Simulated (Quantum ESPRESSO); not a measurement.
## TaS2 under changes of volume

One of the cells (18.984 Å³/atom); the others are scaled copies at fixed shape and fractional positions:

```
CELL_PARAMETERS angstrom
3.35000 0.00000 0.00000
-1.67500 2.90119 0.00000
0.00000 0.00000 5.86000
ATOMIC_POSITIONS crystal
Ta 0.00000 0.00000 0.00000
S 0.66667 0.33333 0.75000
S 0.33333 0.66667 0.25000
```

- Program: Quantum ESPRESSO 7.5
- Functional: PBE
- Potentials or basis: PseudoDojo 0.4 FR PBE standard
- Cutoff: 789 eV
- Density cutoff: 3157 eV
- k mesh: 8 × 8 × 4
- Occupations: fermi-dirac, width 0.05 eV
- Spin: spin-orbit coupling, no magnetisation

```tsv
volume (Å³/atom)	energy over the lowest point (meV/atom)	pressure (GPa)	largest force (eV/Å)
17.845	135.09	20.1	2.377
18.225	92.48	16.0	1.960
18.605	?	?	?
18.984	33.69	9.1	1.212
19.364	15.89	6.0	0.876
19.744	4.87	3.3	0.562
20.123	0.00	0.9	0.269
```

Question: What does the run at 18.605 Å³/atom give?

Answer: Energy over the lowest point 58.96 meV/atom; pressure 12.4 GPa; largest force 1.573 eV/Å.

Worked out: A Birch-Murnaghan fit of order 3 (a polynomial in V^(-2/3)) to the other rows has its minimum at 20.26 Å³/atom, just outside them, with B0 = V·E''(V) = 122 GPa and B' = 4.1 at fixed shape and positions, which overstates the stiffness. It gives 58.94 meV/atom at 18.605 Å³/atom, against the run's 58.96, and -dE/dV = 12.3 GPa, against 12.4.

Energies are extrapolated to zero smearing.

Caveats: this functional lacks dispersion, which binds the layers, so the pressure and a relaxed spacing across them are unreliable; forces of over 1 eV/Å show positions far from the minimum, so gaps and moduli don't describe the material at rest (some runs).
